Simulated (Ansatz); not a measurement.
# Zr2N: tests of the settings

An exercise on one series of results from a longer session: the logs are not shown, and one member is left open.

Method: DFT r2SCAN, scalar-relativistic, plane waves, PAW, in Ansatz 0.2.0.

## The structure to begin with

The structure is tetragonal, space group P4_2/mnm (No. 136). The conventional cell has a = 5.413 Å, b = 5.413 Å, c = 3.308 Å, α = 90.00°, β = 90.00°, γ = 90.00°. Around Zr (site symmetry m2m) lie 3 N at 2.27 Å. N (site symmetry mmm) has 6 Zr at 2.27 Å in its first shell of neighbours.

Structure file:

```
CELL_PARAMETERS angstrom
5.41300 0.00000 0.00000
0.00000 5.41300 0.00000
0.00000 0.00000 3.30779
ATOMIC_POSITIONS crystal
Zr 0.29613 0.29613 0.00000
Zr 0.70387 0.70387 0.00000
Zr 0.79613 0.20387 0.50000
Zr 0.20387 0.79613 0.50000
N 0.00000 0.00000 0.00000
N 0.50000 0.50000 0.50000
```

Source of the structure: the Materials Project (structure only). It is taken as it stands there.

Set-up of the first run:

input.yaml

```yaml
crystal:
  lattice:
    - [5.41300273, 0.0, 0.0]
    - [0.0, 5.41300273, 0.0]
    - [0.0, 0.0, 3.30778919]
  atoms:
    - { symbol: Zr, position: [0.29612546, 0.29612546, 0.0] }
    - { symbol: Zr, position: [0.70387454, 0.70387454, 0.0] }
    - { symbol: Zr, position: [0.79612546, 0.20387454, 0.5] }
    - { symbol: Zr, position: [0.20387454, 0.79612546, 0.5] }
    - { symbol: "N", position: [0.0, 0.0, 0.0] }
    - { symbol: "N", position: [0.5, 0.5, 0.5] }
basis:
  ecutwfc: 500
kpoints:
  mp_grid: { grid: [4, 4, 6] }
hamiltonian:
  xc: r2scan
scf:
  occupations: { method: gaussian, width: 0.1 }
output:
  forces: true
  stress: true
  eigenvalues: true
```

The run is started by

```sh
ansatz run input.yaml --threads 1 --pin off --max-ram 2560MiB --backend cpu --events-out ev --progress --plain --runs-dir out
```

Steps of the session up to this table: Quick check of gap, pressure and forces; Base run on a denser mesh; Plane-wave cutoff: 150 eV; Plane-wave cutoff set to 200 eV; Plane-wave cutoff: 250 eV; Plane-wave cutoff set to 300 eV; Plane-wave cutoff set to 350 eV; Plane-wave cutoff: 380 eV; Plane-wave cutoff set to 460 eV; Plane-wave cutoff: 520 eV; Plane-wave cutoff: 600 eV; Plane-wave cutoff set to 700 eV; Plane-wave cutoff: 850 eV.

One of the session's tables, all rows but one given; the rest of the session is left out.

It belongs to the step «The sweep of the plane-wave cutoff side by side». 

```
cutoff (eV)  ΔE (meV/atom)  pressure (GPa)  largest change of a force component (eV/Å)
        150           7494           15.29                                       0.169
        200           1848           -6.33                                       0.077
        250              ?               ?                                           ?
        300            117            0.69                                       0.012
        350           28.3           -0.04                                       0.003
        380           14.1           -0.17                                       0.001
        460           4.84           -0.20                                       0.000
        500           3.35           -0.20                                       0.000
        520           2.79           -0.21                                       0.000
        600           1.30           -0.23                                       0.000
        700           0.54           -0.24                                       0.000
        850           0.00           -0.24                                       0.000
```

Q: Estimate the row for cutoff (eV) = 250 from the others.

Worked estimate for «ΔE (meV/atom)». A straight line through the neighbours (200, 1848) and (300, 117) gives 1848 + (117 − 1848) × (250 − 200) / (300 − 200) = 982; a parabola fitted to 4 rows on both sides gives 56.

**Answer.** ΔE (meV/atom): 499; pressure (GPa): 0.11; largest change of a force component (eV/Å): 0.009. In «ΔE (meV/atom)» the line misses by +483 and the parabola by -443.

Limits of these values: The settings are coarse, so take the values as rough. Warnings in the runs' records: cutoff below recommended.
